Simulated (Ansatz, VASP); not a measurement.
**Nb in VASP and in Ansatz**

```
Nb
1.0
     2.92702    0.00000    0.00000
     0.00000    2.92702    0.00000
     0.00000    0.00000   18.13943
Nb
3
Direct
  0.50000 0.50000 0.38590
  0.00000 0.00000 0.50155
  0.50000 0.50000 0.61721
```

Alike in both runs: functional LDA; k mesh 10 × 10 × 1; occupations gaussian, width 0.1 eV; no spin polarisation.

Ansatz relaxed the structure, and its values are those at the end. VASP's run is a single point on that final structure, the one shown.

|  | VASP | Ansatz |
| --- | --- | --- |
| version | VASP 6.6.1 | Ansatz 0.2.0 |
| potentials or method | VASP PAW LDA potentials, release 64 (Nb_sv) | scalar-relativistic, plane waves, PAW |
| plane-wave cutoff (eV) | 520 | 420 |
| valence electrons in the cell | 39 | 39 |

|  | VASP | Ansatz | Ansatz less VASP |
| --- | --- | --- | --- |
| gap on the k mesh at the Fermi level (eV) | none | none | - |
| work function, face that differs most (eV) | 4.74 | 4.72 | -0.022 |

A gap of «none» marks a metal or a gap that the smearing closes.
